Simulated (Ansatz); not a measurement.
The cell is COD entry 1000050, as deposited and not checked against the literature; nothing was relaxed. The listed cell was then made from it by scaling, straining or moving an atom.

KCl: DFT, PBE, all-electron LAPW, scalar-relativistic (Ansatz 0.2.0). What sets it apart from a plain run of this crystal: equal xx and yy strain of +2 %.

Command: `ansatz run input.yaml --threads 1 --pin off --max-ram 3072MiB --backend cpu --events-out ev --progress --plain --runs-dir out` The run took 6.4 s on 1 thread of Arm Neoverse V1 (shared host), peak memory 0.26 GiB.

```yaml
crystal:
  lattice:
    - [3.70668, 0.0, 0.0]
    - [0.0, 3.70668, 0.0]
    - [0.0, 0.0, 3.634]
  atoms:
    - { symbol: K, position: [0.0, 0.0, 0.0] }
    - { symbol: Cl, position: [0.5, 0.5, 0.5] }
kpoints:
  mp_grid: { grid: [7, 7, 7] }
  band_path:
    path:
      - [0.0, 0.0, 0.0]
      - [0.0, 0.5, 0.0]
      - [0.5, 0.5, 0.0]
      - [0.0, 0.0, 0.0]
      - [0.0, 0.0, 0.5]
      - [0.0, 0.5, 0.5]
      - [0.5, 0.5, 0.5]
      - [0.0, 0.0, 0.5]
      - [0.0, 0.5, 0.0]
    npoints: 5
scf:
  occupations: { method: fermi_dirac, width: 0.02 }
hamiltonian:
  xc: pbe
  pseudopotentials: { kind: all_electron, lapw: { basis_error: 0.0005 } }
output:
  forces: true
  stress: true
  eigenvalues: true
```

Output (standing set-up lines are left out):

```
LAPW: plane waves up to 6.208 Å⁻¹, error target 5.0e-4 eV per atom; small_component_spin mean_spin; Cl in spheres of 1.576 Å, 15 of its electrons in bands, Dirac shells []; K in spheres of 1.614 Å, 9 of its electrons in bands, Dirac shells []
Crystal: 2 atoms, lattice volume = 49.929 Å³
Basis set: ecut = 146.81611261200956 eV, 203 PW (Γ), exchange–correlation at level 2
Symmetry: 16 space group operations
Space group: P4/mmm (ITA 123), of the structure as read, at distance tolerance 3.7e-5 Å
k-points: 40 of 343
iter 1 solved again at ethr=1.59e-3 eV; its pass at ethr=1.00e-1 eV (dr2=3.81e-1 eV) is discarded
SCF iter   1: F=—  HF=-28946.660411 eV  |F-HF|=—  |Δ(HF+E_count)|=         —  Δρ=1.82e-2  dr2=3.80e-1  ethr=1.59e-3  ⟨swp⟩=2.2  Hψ=4340  notcnv=0
preconditioner: auto → none  [insulator: Δε(μ)=6.156 eV  Ē_g=15.737 eV  σ=0.020 eV  W_gap=1.00  n_scr=10 (ndim 8)  ℏωp=19.7 eV  f_vac=0.000  D(μ)=0.00/eV (n_scr^D=0)  ε∞_Penn≈2.6]
iter 2 solved again at ethr=7.93e-5 eV; its pass at ethr=1.58e-3 eV (dr2=1.90e-2 eV) is discarded
SCF iter   2: F=—  HF=-28946.380758 eV  |F-HF|=—  |Δ(HF+E_count)|=   2.80e-1  Δρ=4.08e-3  dr2=1.90e-2  ethr=7.93e-5  ⟨swp⟩=2.0  Hψ=3634  notcnv=0
SCF iter   3: F=—  HF=-28946.378418 eV  |F-HF|=—  |Δ(HF+E_count)|=         —  Δρ=2.57e-3  dr2=7.50e-3  ethr=7.92e-5  ⟨swp⟩=2.5  Hψ=2176  notcnv=0  defer=1
the basis was enlarged: its passes take 621.0 KiB over the memory plan, 1 of 1 planned eigensolver slots
SCF iter   4: F=—  HF=-28946.380823 eV  |F-HF|=—  |Δ(HF+E_count)|=   2.41e-3  Δρ=1.45e-4  dr2=1.09e-5  ethr=3.13e-5  ⟨swp⟩=2.9  Hψ=2215  notcnv=0  defer=2
SCF iter   5: F=—  HF=-28946.380874 eV  |F-HF|=—  |Δ(HF+E_count)|=   5.08e-5  Δρ=3.32e-5  dr2=6.54e-7  ethr=4.55e-8  ⟨swp⟩=3.0  Hψ=2250  notcnv=0
SCF iter   6: F=-28946.380876 eV  HF=-28946.380876 eV  |F-HF|=1.54e-8  |Δ(HF+E_count)|=   2.28e-6  Δρ=2.95e-6  dr2=3.86e-9  ethr=2.72e-9  ⟨swp⟩=3.0  Hψ=2201  notcnv=0
SCF 1 converged in 6 iterations: F = -28946.380876 eV  dr2 = 3.86e-9
the search or the solves at the SCF's close seem to have found levels that the self-consistency loop had missed (the run counts 1). By its estimate they hold under 1e-12 electrons; where the run keeps them, the occupations were computed again with them
NSCF: frozen V_eff on 41 k-points
SCF converged after 6 iterations
Free energy (F): -28946.380876 eV
Harris-Foulkes:  -28946.380876 eV  (|F-HF|=1.54e-8)
Internal energy: -28946.380876 eV  (E = F + TS)
E sigma→0 (E₀):  -28946.380876 eV
Fermi energy:    6.464155 eV
--- Per-component energies (eV) ---
  E_band       = -1646.191293
  E_kinetic    = 29126.627890
  E_xc         = -1679.544192
  E_electrostatic = -56393.464574  (all electrons and nuclei)
  E_smearing   = -0.000000  (= −TS)
  E_closure    = 0.000000  (closes the sum)
  E_atoms      = -28939.818367  (free atoms, spherical and without spin; not in F)
  Σ components = -28946.380876   (vs F -28946.380876, Δ=0.00e0)
  Basis errors (estimates in eV, not in F): energy 1.8e-4 per atom: plane waves 1.6e-4 (8.4e-5 summed), levels above the bands 1.0e-153, relativity 1.4e-8, radial functions 2.1e-5, core shells 3.6e-7; eigenvalues (radial functions only) 7.4e-6; not estimated: angular momenta, meshes, grids; target (lapw.basis_error) 5.0e-4; muffin-tin radii Cl 1.576 Å, K 1.614 Å
--- Forces (eV/Å), atoms counted from 1 ---
  atom   1  K     -0.00000000     0.00000000     0.00000000
  atom   2  Cl     0.00000000    -0.00000000     0.00000000
  max |Σ_I F_I| component: 9.24e-32 eV/Å
--- Stress (GPa, compression-positive) ---
        2.736921       0.000000       0.000000
        0.000000       2.736921       0.000000
        0.000000       0.000000       3.728467
  P = ⅓ Tr σ = 3.0674 GPa (30.674 kbar)
--- Band table (eV; the first three rows and the last of 40) ---
  k-point 0: bands = ["-239.7727", "-178.6827", "-178.6827", "-178.6789", "-24.1184", "-9.0777", "-7.4816", "-7.4816", "-7.4638", "3.4804", "3.4804", "3.6029", "9.1119", "10.1211", "10.2183", "14.5179"]
  k-point 1: bands = ["-239.7727", "-178.6827", "-178.6827", "-178.6789", "-24.1114", "-9.1116", "-7.4715", "-7.4715", "-7.4452", "3.1311", "3.4748", "3.4748", "9.6101", "10.3119", "10.7619", "14.5736"]
  k-point 2: bands = ["-239.7727", "-178.6827", "-178.6827", "-178.6789", "-24.0956", "-9.1953", "-7.4487", "-7.4487", "-7.3880", "2.2762", "3.4608", "3.4608", "10.7033", "10.8577", "11.9512", "14.4562"]
  k-point 39: bands = ["-239.7727", "-178.6827", "-178.6827", "-178.6789", "-24.0320", "-8.5623", "-7.7363", "-7.6915", "-7.6915", "2.1673", "2.1959", "2.2454", "12.4321", "12.7572", "12.7941", "14.0999"]
```
